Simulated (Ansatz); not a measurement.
# EuS: energy and pressure over a range of volumes

One table from this session's results is given with a row withheld; the runs are named, their logs left out.

The COD entry's cell or inner coordinates are ideal or old and differ from later refinements, so a difference from it is no clean test against experiment.

Program: Ansatz 0.2.0. Level of theory: DFT PBE, scalar-relativistic. These are calculated values, not measurements.

## The structure to begin with

It takes space group Fm-3m (No. 225, cubic). Conventional cell: a = 5.957 Å, b = 5.957 Å, c = 5.957 Å, α = 90.00°, β = 90.00°, γ = 90.00°. Around Eu (site symmetry m-3m) lie 6 S at 2.98 Å. S (site symmetry m-3m) is surrounded by 6 Eu at 2.98 Å.

Structure file:

```xyz
2
Lattice="0.0000 2.9785 2.9785 2.9785 0.0000 2.9785 2.9785 2.9785 0.0000" Properties=species:S:1:pos:R:3 pbc="T T T"
Eu    0.0000    0.0000    0.0000
S     2.9785    2.9785    2.9785
```

The structure is an experimental refinement, used without relaxation.

Atoms are numbered in the order of the input: Eu1, S2.

The first run:

Contents of input.yaml:

```yaml
crystal:
  lattice:
    - [0.0, 2.9182144553, 2.9182144553]
    - [2.9182144553, 0.0, 2.9182144553]
    - [2.9182144553, 2.9182144553, 0.0]
  atoms:
    - { symbol: Eu, position: [0.0, 0.0, 0.0], spin: 7.0 }
    - { symbol: S, position: [0.5, 0.5, 0.5] }
magnetization:
  spin_polarized: true
kpoints:
  mp_grid: { grid: [10, 10, 10] }
scf:
  occupations: { method: fermi_dirac, width: 0.05 }
hamiltonian:
  xc: pbe
  pseudopotentials: { kind: all_electron, lapw: { basis_error: 0.00025 } }
output:
  forces: true
  stress: true
  eigenvalues: true
```

On the command line:

```bash
$ ansatz run input.yaml --threads 1 --pin off --max-ram 3072MiB --backend cpu --events-out ev --progress --plain --runs-dir out
```

Steps of the session up to this table: Volume × 0.9405, LAPW; Volume × 0.9405, PAW; Volume × 0.9405, crystal datasets; Volume × 0.98, LAPW; Volume × 0.98, PAW; Volume × 1.02, LAPW; Volume × 1.02, PAW; Volume × 1.06, LAPW; Volume × 1.06, PAW; Volume × 1.06, crystal datasets.

One table of the session follows, with a row left open; its other results are not shown here.

It belongs to the step «Fits». 

```
          method  volume (Å³/atom)  pressure (GPa)  moment Eu1 (μB)
            LAPW            24.851            0.48             6.88
            LAPW            25.895           -1.53             6.90
            LAPW            26.424           -2.39             6.91
            LAPW            26.952           -3.16             6.92
            LAPW            28.009           -4.47             6.94
             PAW            24.851            0.36             6.71
             PAW            25.895           -1.64             6.75
             PAW            26.424               ?                ?
             PAW            26.952           -3.26             6.77
             PAW            28.009           -4.56             6.80
crystal datasets            24.851            0.48             6.72
crystal datasets            26.424           -2.39             6.76
crystal datasets            28.009           -4.47             6.80
```

Q: Estimate the row for PAW, 26.424 from the others.

As computed: pressure (GPa): -2.49; moment Eu1 (μB): 6.76. In the column «pressure (GPa)» it lies between LAPW, 26.952 (-3.16) and LAPW, 26.424 (-2.39).

To keep in mind: No U acts on the open f shell, so these are results of the method and may differ from the real material's. Warnings in the runs' records: gradients without spin orbit, crystal datasets made.
